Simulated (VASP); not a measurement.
# BAs (F-43m) in VASP: notebook, part 2 of 2

VASP 6.6.1. Earlier steps stand in the parts before.

### Step 4. Single point, PBE

This run uses another cell than the first one, of 15.21 Å³/atom, 1.116 times its volume.

Input file INCAR:

```
SYSTEM = BAs
PREC = Accurate
ENCUT = 520
EDIFF = 1E-7
ISMEAR = 0
SIGMA = 0.02
LREAL = .False.
LASPH = .True.
NELM = 80
ALGO = Normal
ISIF = 2
LWAVE = .False.
LCHARG = .False.
GGA = PE
NBANDS = 11
```

Input file KPOINTS:

```
regular mesh
0
Gamma
  2 2 2
  0 0 0
```

Input file POSCAR:

```
BAs                                     
1.0
    0.0000000000      2.4776376138      2.4776376138
    2.4776376138      0.0000000000      2.4776376138
    2.4776376138      2.4776376138      0.0000000000
  B               As            
     1     1
Direct
     0.0000000000000000    0.0000000000000000    0.0000000000000000
     0.2500000000000000    0.2500000000000000    0.2500000000000000
```

Potentials or basis: VASP PAW PBE potentials, release 64 (B, As).

On the command line:

```bash
cat potpaw_PBE.64/B/POTCAR potpaw_PBE.64/As/POTCAR > POTCAR
mpirun -np 1 vasp_std > vasp.out
```

OUTCAR:

```text
SYSTEM = BAs
   PREC = Accurate
   ENCUT = 520
   EDIFF = 1E-7
   ISMEAR = 0
   LREAL = .False.
   LASPH = .True.
   NELM = 80
   ISIF = 2
   GGA = PE

 ion  position               nearest neighbor table
   1  0.000  0.000  0.000-   2 2.15   2 2.15   2 2.15   2 2.15
   2  0.250  0.250  0.250-   1 2.15   1 2.15   1 2.15   1 2.15

  LATTYP: Found a face centered cubic cell.
 ALAT       =     4.9552752276

  Lattice vectors:

 A1 = (   0.0000000000,   2.4776376138,   2.4776376138)
 A2 = (   2.4776376138,   0.0000000000,   2.4776376138)
 A3 = (   2.4776376138,   2.4776376138,   0.0000000000)

Analysis of symmetry for initial positions (statically):
=====================================================================
 Subroutine PRICEL returns:
 Original cell was already a primitive cell.

 Routine SETGRP: Setting up the symmetry group for a
 face centered cubic supercell.

 Subroutine GETGRP returns: Found 24 space group operations
 (whereof 24 operations were pure point group operations)
 out of a pool of 48 trial point group operations.

The static configuration has the point symmetry T_d .

Analysis of symmetry for dynamics (positions and initial velocities):
=====================================================================
 Subroutine PRICEL returns:
 Original cell was already a primitive cell.

 Routine SETGRP: Setting up the symmetry group for a
 face centered cubic supercell.

 Subroutine GETGRP returns: Found 24 space group operations
 (whereof 24 operations were pure point group operations)
 out of a pool of 48 trial point group operations.

The dynamic configuration has the point symmetry T_d .

 Subroutine INISYM returns: Found 24 space group operations
 (whereof 24 operations are pure point group operations),
 and found     1 'primitive' translations

----------------------------------------------------------------------------------------

                                     Primitive cell

[... 95 lines left out ...]
   AEXX    =    0.0000 exact exchange contribution
   IVDW    =     0    specifies the selected vdW correction
   LEPSILON=     F    determine dielectric tensor
   LRPA    =     F    only Hartree local field effects (RPA)
 non-spin polarized calculation
 Gauss-broadening in eV      SIGMA  =   0.02
  energy-cutoff  :      520.00
  volume of cell :       30.42
 maximum number of plane-waves:       869
 NGX is ok and might be reduce to    28
   NGX = 13   NGY = 13   NGZ = 13

 number of electron       8.0000001 magnetization

 Free energy of the ion-electron system (eV)
  ---------------------------------------------------
  ext. energy  EPLUGINS =         0.00000000
  ---------------------------------------------------
  free energy    TOTEN  =        -8.64907004 eV

  energy without entropy =       -8.64907004  energy(sigma->0) =       -8.64907004

 E-fermi :   5.4243     XC(G=0):  -9.9273

 val. band max:        5.2761242843   @ k =   0.0000   0.0000   0.0000
 cond. band min:       6.7191857466   @ k =   0.5000   0.5000   0.0000
 fundamental gap:      1.4430614623
 Fermi energy:         5.4243480279

 k-point     1 :       0.0000    0.0000    0.0000
  band No.  band energies     occupation
      1      -9.2428      2.00000
      2       5.2761      2.00000
      3       5.2761      2.00000
      4       5.2761      2.00000
      5       8.3173      0.00000
      6       8.3173      0.00000
      7       8.3173      0.00000
      8       8.6546      0.00000
      9      14.3429      0.00000
     10      17.6143      0.00000
     11      17.6143      0.00000
[... 15 lines left out ...]
 k-point     3 :       0.5000    0.5000    0.0000
  band No.  band energies     occupation
      1      -5.5954      2.00000
      2      -2.7089      2.00000
      3       1.5721      2.00000
      4       1.5721      2.00000
      5       6.7192      0.00000
      6       6.7269      0.00000
      7      15.6191      0.00000
      8      15.6191      0.00000
      9      17.2702      0.00000
     10      20.8495      0.00000
     11      22.1028      0.00000

------------------------ aborting loop because EDIFF is reached ----------------------------------------

  FORCE on cell =-STRESS in cart. coord.  units (eV):
  Direction    XX          YY          ZZ          XY          YZ          ZX
  --------------------------------------------------------------------------------------
  -------------------------------------------------------------------------------------
  Total       -0.0006621     -0.0006621     -0.0006621      0.0000000      0.0000000     -0.0000000
  in kB       -0.0348724     -0.0348724     -0.0348724      0.0000000      0.0000000     -0.0000000
  external PRESSURE =      -0.0348724 kB  Pullay stress =       0.0000000 kB

 VOLUME and BASIS-vectors are now :
 -----------------------------------------------------------------------------
  energy-cutoff  :      520.00
  volume of cell :       30.42
      direct lattice vectors                 reciprocal lattice vectors
     0.000000000  2.477637614  2.477637614    -0.201805138  0.201805138  0.201805138
     2.477637614  0.000000000  2.477637614     0.201805138 -0.201805138  0.201805138
     2.477637614  2.477637614  0.000000000     0.201805138  0.201805138 -0.201805138

 POSITION                                       TOTAL-FORCE (eV/Angst)
 -----------------------------------------------------------------------------------
      0.00000      0.00000      0.00000        -0.000000     -0.000000     -0.000000
      1.23882      1.23882      1.23882         0.000000      0.000000      0.000000
 -----------------------------------------------------------------------------------
    total drift:                                0.000000      0.000000      0.000000

  FREE ENERGIE OF THE ION-ELECTRON SYSTEM (eV)
  ---------------------------------------------------
  free  energy   TOTEN  =        -8.6490700391 eV

  energy  without entropy=       -8.6490700391  energy(sigma->0) =       -8.64907004
```

OSZICAR:

```text
N       E                     dE             d eps       ncg     rms          rms(c)
DAV:   1     0.121123076533E+02    0.12112E+02   -0.37517E+03    66   0.647E+02
DAV:   2    -0.866412950584E+01   -0.20776E+02   -0.18851E+02    85   0.960E+01
DAV:   3    -0.936021966213E+01   -0.69609E+00   -0.69563E+00    89   0.162E+01
DAV:   4    -0.936196719247E+01   -0.17475E-02   -0.17475E-02    69   0.833E-01
DAV:   5    -0.936197078400E+01   -0.35915E-05   -0.35915E-05    84   0.414E-02    0.496E+00
DAV:   6    -0.871983087082E+01    0.64214E+00   -0.23219E+00    66   0.556E+00    0.240E+00
DAV:   7    -0.865556681367E+01    0.64264E-01   -0.10076E-01    72   0.187E+00    0.121E+00
DAV:   8    -0.864691936944E+01    0.86474E-02   -0.48860E-02    66   0.121E+00    0.198E-01
DAV:   9    -0.864851432794E+01   -0.15950E-02   -0.19803E-03    75   0.219E-01    0.888E-02
DAV:  10    -0.864905836441E+01   -0.54404E-03   -0.63931E-04    66   0.156E-01    0.229E-02
DAV:  11    -0.864906739843E+01   -0.90340E-05   -0.13096E-05    78   0.245E-02    0.113E-02
DAV:  12    -0.864907000338E+01   -0.26050E-05   -0.51261E-06    69   0.138E-02    0.314E-03
DAV:  13    -0.864907003911E+01   -0.35728E-07   -0.67560E-08    76   0.189E-03
   1 F= -.86490700E+01 E0= -.86490700E+01  d E =-.592306E-26
```

Wall time 3.8 s (1 thread of Intel Xeon Platinum 8259CL at 2.50GHz (Skylake/Cascade Lake), shared host); peak memory 0.14 GiB.

What came out:

- Free energy: -8.6491 eV
- Pressure: 0.0 GPa
- Band gap on the k mesh: 1.44 eV, indirect (least direct gap 3.04 eV)

Levels at points of the mesh, in eV from the valence-band top:
```
           k point  band 1  band 2  band 3  band 4  band 5  band 6  band 7  band 8
(0.00, 0.00, 0.00)  -14.52    0.00    0.00    0.00    3.04    3.04    3.04    3.38
(0.50, 0.00, 0.00)  -12.02   -8.10   -1.67   -1.67    2.06    4.53    4.53    8.58
(0.50, 0.50, 0.00)  -10.87   -7.98   -3.70   -3.70    1.44    1.45   10.34   10.34
```

Caveat: the k mesh is coarse (spacing up to 1.10 Å⁻¹), so the values aren't converged. As with any semilocal functional, this PBE gap is likely too small.

### Step 5. Single point, PBE (a relaxed cell with its volume scaled by 0.97)

INCAR is that of step 4.

KPOINTS is that of step 4.

Input file POSCAR:

```
BAs                                     
1.0
    0.0000000000      2.4526092601      2.4526092601
    2.4526092601      0.0000000000      2.4526092601
    2.4526092601      2.4526092601      0.0000000000
  B               As            
     1     1
Direct
     0.0000000000000000    0.0000000000000000    0.0000000000000000
     0.2500000000000000    0.2500000000000000    0.2500000000000000
```

Potentials or basis: VASP PAW PBE potentials, release 64 (B, As).

On the command line:

```bash
cat potpaw_PBE.64/B/POTCAR potpaw_PBE.64/As/POTCAR > POTCAR
mpirun -np 1 vasp_std > vasp.out
```

OUTCAR:

```text
SYSTEM = BAs
   PREC = Accurate
   ENCUT = 520
   EDIFF = 1E-7
   ISMEAR = 0
   LREAL = .False.
   LASPH = .True.
   NELM = 80
   ISIF = 2
   GGA = PE

 ion  position               nearest neighbor table
   1  0.000  0.000  0.000-   2 2.12   2 2.12   2 2.12   2 2.12
   2  0.250  0.250  0.250-   1 2.12   1 2.12   1 2.12   1 2.12

  LATTYP: Found a face centered cubic cell.
 ALAT       =     4.9052185202

  Lattice vectors:

 A1 = (   0.0000000000,   2.4526092601,   2.4526092601)
 A2 = (   2.4526092601,   0.0000000000,   2.4526092601)
 A3 = (   2.4526092601,   2.4526092601,   0.0000000000)

Analysis of symmetry for initial positions (statically):
=====================================================================
 Subroutine PRICEL returns:
 Original cell was already a primitive cell.

 Routine SETGRP: Setting up the symmetry group for a
 face centered cubic supercell.

 Subroutine GETGRP returns: Found 24 space group operations
 (whereof 24 operations were pure point group operations)
 out of a pool of 48 trial point group operations.

The static configuration has the point symmetry T_d .

Analysis of symmetry for dynamics (positions and initial velocities):
=====================================================================
 Subroutine PRICEL returns:
 Original cell was already a primitive cell.

 Routine SETGRP: Setting up the symmetry group for a
 face centered cubic supercell.

 Subroutine GETGRP returns: Found 24 space group operations
 (whereof 24 operations were pure point group operations)
 out of a pool of 48 trial point group operations.

The dynamic configuration has the point symmetry T_d .

 Subroutine INISYM returns: Found 24 space group operations
 (whereof 24 operations are pure point group operations),
 and found     1 'primitive' translations

----------------------------------------------------------------------------------------

                                     Primitive cell

[... 95 lines left out ...]
   AEXX    =    0.0000 exact exchange contribution
   IVDW    =     0    specifies the selected vdW correction
   LEPSILON=     F    determine dielectric tensor
   LRPA    =     F    only Hartree local field effects (RPA)
 non-spin polarized calculation
 Gauss-broadening in eV      SIGMA  =   0.02
  energy-cutoff  :      520.00
  volume of cell :       29.51
 maximum number of plane-waves:       821
 NGX is ok and might be reduce to    28
   NGX = 13   NGY = 13   NGZ = 13

 number of electron       8.0000000 magnetization

 Free energy of the ion-electron system (eV)
  ---------------------------------------------------
  ext. energy  EPLUGINS =         0.00000000
  ---------------------------------------------------
  free energy    TOTEN  =        -8.63878361 eV

  energy without entropy =       -8.63878361  energy(sigma->0) =       -8.63878361

 E-fermi :   5.7117     XC(G=0): -10.0590

 val. band max:        5.5929465289   @ k =   0.0000   0.0000   0.0000
 cond. band min:       6.9954158010   @ k =   0.5000   0.5000   0.0000
 fundamental gap:      1.4024692721
 Fermi energy:         5.7116878235

 k-point     1 :       0.0000    0.0000    0.0000
  band No.  band energies     occupation
      1      -9.1892      2.00000
      2       5.5929      2.00000
      3       5.5929      2.00000
      4       5.5929      2.00000
      5       8.6611      0.00000
      6       8.6611      0.00000
      7       8.6611      0.00000
      8       9.3316      0.00000
      9      14.7789      0.00000
     10      18.0403      0.00000
     11      18.0403      0.00000
[... 15 lines left out ...]
 k-point     3 :       0.5000    0.5000    0.0000
  band No.  band energies     occupation
      1      -5.3923      2.00000
      2      -2.5531      2.00000
      3       1.7657      2.00000
      4       1.7657      2.00000
      5       6.9954      0.00000
      6       7.0103      0.00000
      7      16.2109      0.00000
      8      16.2109      0.00000
      9      17.8408      0.00000
     10      21.6065      0.00000
     11      22.6559      0.00000

------------------------ aborting loop because EDIFF is reached ----------------------------------------

  FORCE on cell =-STRESS in cart. coord.  units (eV):
  Direction    XX          YY          ZZ          XY          YZ          ZX
  --------------------------------------------------------------------------------------
  -------------------------------------------------------------------------------------
  Total        0.6708842      0.6708842      0.6708842      0.0000000      0.0000000     -0.0000000
  in kB       36.4286507     36.4286507     36.4286507      0.0000000      0.0000000     -0.0000000
  external PRESSURE =      36.4286507 kB  Pullay stress =       0.0000000 kB

 VOLUME and BASIS-vectors are now :
 -----------------------------------------------------------------------------
  energy-cutoff  :      520.00
  volume of cell :       29.51
      direct lattice vectors                 reciprocal lattice vectors
     0.000000000  2.452609260  2.452609260    -0.203864516  0.203864516  0.203864516
     2.452609260  0.000000000  2.452609260     0.203864516 -0.203864516  0.203864516
     2.452609260  2.452609260  0.000000000     0.203864516  0.203864516 -0.203864516

 POSITION                                       TOTAL-FORCE (eV/Angst)
 -----------------------------------------------------------------------------------
      0.00000      0.00000      0.00000        -0.000000      0.000000     -0.000000
      1.22630      1.22630      1.22630         0.000000     -0.000000      0.000000
 -----------------------------------------------------------------------------------
    total drift:                               -0.000000     -0.000000      0.000000

  FREE ENERGIE OF THE ION-ELECTRON SYSTEM (eV)
  ---------------------------------------------------
  free  energy   TOTEN  =        -8.6387836109 eV

  energy  without entropy=       -8.6387836109  energy(sigma->0) =       -8.63878361
```

stdout:

```text
POSCAR found type information on POSCAR B As
 POSCAR found :  2 types and       2 ions
 scaLAPACK will be used
 LDA part: xc-table for (Slater+PW92), standard interpolation
 POSCAR, INCAR and KPOINTS ok, starting setup
 FFT: planning ... GRIDC
 FFT: planning ... GRID_SOFT
 FFT: planning ... GRID
 WAVECAR not read
 entering main loop
```

Wall time 3.9 s (1 thread of Intel Xeon Platinum 8259CL at 2.50GHz (Skylake/Cascade Lake), shared host); peak memory 0.15 GiB.

What came out:

```
Free energy            : -8.6388 eV
Pressure               : 3.6 GPa
Band gap on the k mesh : 1.40 eV, indirect (least direct gap 3.07 eV)
```

Caveat: the k mesh is coarse (spacing up to 1.11 Å⁻¹), so the values aren't converged.

### Step 6. Summary

```csv
task,cell,gap on the mesh (eV),pressure (GPa)
relaxation of cell and atoms,relaxed,1.44,0.0
single point,as given,1.44,0.0
single point,a relaxed cell with its volume scaled by 0.97,1.40,3.6
```

Alike in all rows: level PBE; potentials or basis VASP PAW PBE potentials, release 64 (B, As); no spin polarisation; k mesh 2 × 2 × 2; cutoff (eV) 520; smearing gaussian 0.02 eV; the mesh is coarse, so values aren't converged.

Caveats: all runs use coarse meshes; the relaxation stopped at its first step, so nothing moved (some runs).

Total energies depend on the potentials used, so only differences within one code and one set of settings carry meaning.
